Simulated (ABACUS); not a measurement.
Pd:

```
CELL_PARAMETERS angstrom
0.00000 1.94650 1.94650
1.94650 0.00000 1.94650
1.94650 1.94650 0.00000
ATOMIC_POSITIONS crystal
Pd 0.00000 0.00000 0.00000
```

Base run:

| Quantity | Value |
| --- | --- |
| Program | ABACUS 3.10.1 |
| Functional | BLYP |
| Potentials or basis | Ansatz NC PBE |
| Cutoff | 1116 eV |
| Density cutoff | 4463 eV |
| Basis | plane waves |
| k mesh | 10 × 10 × 10 |
| Occupations | fermi-dirac, width 0.05 eV |
| Spin | no spin polarisation |

Its results: band gap on the k mesh none (metal or under the smearing width); pressure 18.2 GPa.

Question: The run is repeated on the same cell with these changes: functional from BLYP to PW91; potentials or basis from Ansatz NC PBE to GBRV ultrasoft 1.5 PBE; cutoff from 1116 eV to 544 eV; density cutoff from 4463 eV to 4354 eV; valence electrons from 18 to 16. What comes out?

Answer: Band gap on the k mesh none (metal or under the smearing width); pressure 7.8 GPa.

Caveats: the potentials were made for another functional, which shifts forces and pressure; so large a pressure means that the cell lies far from this level's equilibrium, or that cutoff or potentials fall short (some runs).
